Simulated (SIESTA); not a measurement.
The system is PbO (Litharge).

```xyz
4
Lattice="3.9900 0.0000 0.0000 0.0000 3.9900 0.0000 0.0000 0.0000 5.0100" Properties=species:S:1:pos:R:3 pbc="T T T"
Pb    1.9950    0.0000    3.8076
Pb    0.0000    1.9950    1.2024
O     1.9950    1.9950    0.0000
O     0.0000    0.0000    0.0000
```

```yaml
Program: SIESTA 5.4.2
Task: single point
Functional: PBEsol
Potentials_or_basis: PseudoDojo 0.4 standard (PBEsol files)
Basis: DZP (energy shift 0.003 Ry; two zetas on semicore shells)
Grid_cutoff: 800 Ry
Energy_shift: 0.003 Ry
k_mesh: 7 × 7 × 6
Occupations: fermi-dirac, width 0.05 eV
Spin: no spin polarisation
```

On this cell: pressure 1.9 GPa; largest force 0.139 eV/Å; band gap on the k mesh 1.32 eV, indirect (least direct gap 2.21 eV).

The same run follows on a disturbed copy (atoms moved at random, drawn with an rms of 0.05 Å):

```
Pb O
1.0
     3.99000    0.00000    0.00000
     0.00000    3.99000    0.00000
     0.00000    0.00000    5.01000
Pb O
2 2
Direct
  0.50251 0.00029 0.76407
  0.98947 0.50782 0.24743
  0.49476 0.50656 0.99778
  0.99373 0.01242 0.00824
```

Q: What does the disturbed cell give?

A: The energy moves by +3.7 meV/atom; pressure 1.5 GPa; largest force 0.323 eV/Å; band gap on the k mesh 1.27 eV, indirect (least direct gap 2.18 eV).

Forces in eV/Å, atoms in the order of the input:
```
Pb  -0.212  0.186 -0.142
Pb   0.142  0.046 -0.104
O   -0.076 -0.055  0.309
O    0.147 -0.177 -0.064
```

Stress tensor (GPa, compression positive):
```
 1.13 -0.01  0.72
-0.01  2.93 -0.23
 0.72 -0.23  0.58
```

Caveats: spin-orbit coupling is left out, which as a rule narrows the gap of such compounds by several tenths of an eV; an odd mesh through Γ misses points on the zone boundary, where band edges often lie; the basis of atomic orbitals isn't converged, which shifts pressures, moduli and gaps.
